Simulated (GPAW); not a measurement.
ZnSe (Stilleite), 2 atoms in the cell. It takes space group F-43m (No. 216, cubic). The conventional cell has a = 5.668 Å, b = 5.668 Å, c = 5.668 Å, α = 90.00°, β = 90.00°, γ = 90.00°. Se (site symmetry -43m) has 4 Zn at 2.45 Å as nearest neighbours. Zn (site symmetry -43m) is surrounded by 4 Se at 2.45 Å. 

- Program: GPAW 26.7.0
- Task: G0W0 quasiparticle levels
- Functional: PBE
- Potentials or basis: GPAW PAW data sets (gpaw-data 1.2.1)
- Cutoff: 400 eV
- Basis: pw
- k mesh: 4 × 4 × 4
- Occupations: fermi-dirac, width 0.001 eV
- Spin: no spin polarisation
- Response ecut: 100 eV
- Frequency: ppa
- Extrapolate: yes
- Qp bands: 2
- Maxiter: 150
- Integrate gamma: WS
- Vertex: none
- All k: no
- Response bands: 103

Potentials or basis: GPAW PAW data sets (gpaw-data 1.2.1), pw.

Command:

```console
$ OMP_NUM_THREADS=1 python run.py
```

Hardware: 1 thread of Intel(R) Xeon(R) CPU @ 2.60GHz (Ice Lake), on a shared host.

Problem. How long does it take, and how much memory?

Solution. Wall time 43 s on 1 thread of Intel(R) Xeon(R) CPU @ 2.60GHz (Ice Lake) (shared host), peak memory 0.34 GiB. Counts: scf iterations 11, plane waves 869, bands 18, k points 8.
